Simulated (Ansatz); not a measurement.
Runs of Ansatz 0.2.0 on PbO2. The structure is cubic, space group Fm-3m (No. 225). The conventional cell has a = 5.404 Å, b = 5.404 Å, c = 5.404 Å, α = 90.00°, β = 90.00°, γ = 90.00°. Pb (site symmetry m-3m) has 8 O at 2.34 Å as nearest neighbours. Around O (site symmetry -43m) lie 4 Pb at 2.34 Å. The cell comes from a database or a generator and needn't be the stable form of this composition.

```csv
task,level,spin,cell,k mesh,points for each segment of the path,gap on the mesh (eV),pressure (GPa),relaxed volume (Å³/atom)
band structure,PBEsol,off,as given,9 × 9 × 9,14,none,-5.7,-
relaxation of cell and atoms,RPBE,off,relaxed,9 × 9 × 9,-,none,0.0,13.59
band structure,LDA,off,as given,9 × 9 × 9,14,none,-10.0,-
relaxation of cell and atoms,LDA,off,relaxed,9 × 9 × 9,-,none,0.0,(a)
band structure,RPBE,off,as given,9 × 9 × 9,14,none,(b),-
band structure,PBEsol,"SOC, no magnetisation",as given,7 × 7 × 7,14,none,-6.2,-
band structure,LDA,"SOC, no magnetisation",as given,7 × 7 × 7,14,none,-10.5,-
relaxation of cell and atoms,PBEsol,off,relaxed,9 × 9 × 9,-,none,0.0,12.63
band structure,PBE,"SOC, no magnetisation",as given,7 × 7 × 7,14,none,-0.1,-
```

Alike in all rows: potentials or basis Ansatz PAW; cutoff (eV) 420; smearing fermi-dirac 0.05 eV.

**Question.** Estimate the missing entries.

**Answer.** (a) 12.26; (b) 4.3.

Caveats: the PAW data sets come from PBE, with cores solved anew for the run's functional, which leaves a small shift of forces and pressure (some runs); spin-orbit coupling is left out, which moves the levels of the heavy elements (some runs); the plane-wave basis is chosen anew once the cell has moved, so the energies of steps on either side of that aren't comparable (some runs).

A k mesh can miss the band edges, and rows without SOC leave out spin-orbit coupling on Pb.

A gap of «none» marks a metal or a gap under the smearing width.
